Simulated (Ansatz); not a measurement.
## Ge in Ansatz: the effect of functional

Crystal: Ge.

```xyz
2
Lattice="1.4577 -2.5417 0.0000 1.4577 2.5417 0.0000 0.0000 0.0000 4.6311" Properties=species:S:1:pos:R:3 pbc="T T T"
Ge    1.4577    0.8467    1.1578
Ge    1.4577   -0.8467    3.4733
```

This isn't the form of Ge at room conditions, which is diamond.

The cell isn't the ideal one: volume scaled by 0.94.

Alike in all runs:

- Program: Ansatz 0.2.0
- Task: single point
- Potentials or basis: Ansatz PAW
- k mesh: 10 × 10 × 6
- Occupations: fermi-dirac, width 0.05 eV
- Spin: no spin polarisation

| functional | cutoff | pressure (GPa) |
| --- | --- | --- |
| LDA | 420 eV (not typed: the program's choice for these potentials) | ? |
| PBE | 420 eV (not typed: the program's choice for these potentials) | 10.2 |
| PBEsol | 420 eV (not typed: the program's choice for these potentials) | 6.0 |
| r2SCAN | 500 eV (not typed: the program's choice for these potentials) | 7.7 |

Task: What does the run with functional LDA give?

Result: Pressure 4.1 GPa.

Caveats: the PAW data sets come from PBE, with cores solved anew for the run's functional, which leaves a small shift of forces and pressure (some runs).
